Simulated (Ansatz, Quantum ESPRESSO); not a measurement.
# In2Se2, 1 layer against a metal electrode: the electrode's level over the Fermi level at a withheld member of a series

How the rows were computed: Quantum ESPRESSO 7.5, PBE, GBRV ultrasoft. The slab is relaxed neutral under PBE-D3(BJ), then held. ESM with bc3: vacuum below and a metal electrode about 6 Å above the top atoms. Fermi-Dirac smearing of 0.004 Ry and a dense mesh. Charges are set per cell from the starting area. The series steps the charge of the slab (positive: electrons removed).

| charge of the slab | electrode's level over the Fermi level (eV) |
| --- | --- |
| 1 ×10¹³ e/cm² | 6.734 |
| 2 ×10¹³ e/cm² | 7.695 |
| 3 ×10¹³ e/cm² | 8.646 |
| 4.5 ×10¹³ e/cm² | 10.069 |
| 6 ×10¹³ e/cm² | 11.494 |
| 7 ×10¹³ e/cm² | 12.445 |

One more run was made and is withheld. What is the electrode's level over the Fermi level at 8 ×10¹³ e/cm²?

**Worked estimate.** The rows at 6 ×10¹³ e/cm² and 7 ×10¹³ e/cm² give a slope of (12.445 − (11.494))/(7 − (6)) = 0.951, so a straight line gives 13.396 eV. A parabola through these and the row at 4.5 ×10¹³ e/cm² gives 13.397 eV.

What the calculation gave: 13.400 eV. The line misses by −0.004 and the parabola by −0.003 eV. Both misses are under 5 % of the step from the nearer row.

Caveats: Vacuum fills the gap; ions don't answer the charge; added electrons can spill towards the electrode at the most negative charges. Charges count on the starting cell, which the relaxation changed by some per cent. Members without a usable value, or on the other side of zero field or charge, are not listed.
